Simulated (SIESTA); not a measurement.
InP:

```
In P
1.0
     0.00000    2.93050    2.93050
     2.93050    0.00000    2.93050
     2.93050    2.93050    0.00000
In P
1 1
Direct
  0.00000 0.00000 0.00000
  0.75000 0.75000 0.75000
```

Base run:

- Program: SIESTA 5.4.2
- Functional: PBE
- Potentials or basis: PseudoDojo 0.4 standard (PBE files)
- Basis: DZP (energy shift 0.003 Ry; two zetas on semicore shells)
- Grid cutoff: 500 Ry
- Energy shift: 0.003 Ry
- k mesh: 8 × 8 × 8
- Occupations: fermi-dirac, width 0.05 eV
- Spin: no spin polarisation

Its results: band gap on the k mesh 0.86 eV, direct; pressure 3.6 GPa.

Task: The run is repeated on the same cell with these changes: functional from PBE to vdW-DF-cx. What comes out?

Result: Band gap on the k mesh 0.76 eV, direct; pressure 1.9 GPa.

Caveats: spin-orbit coupling is left out, which moves the levels of the heavy elements; the basis of atomic orbitals isn't converged, which shifts pressures, moduli and gaps; the potentials were made for another functional, which shifts forces and pressure (some runs).

Not every run made on this cell is shown here.
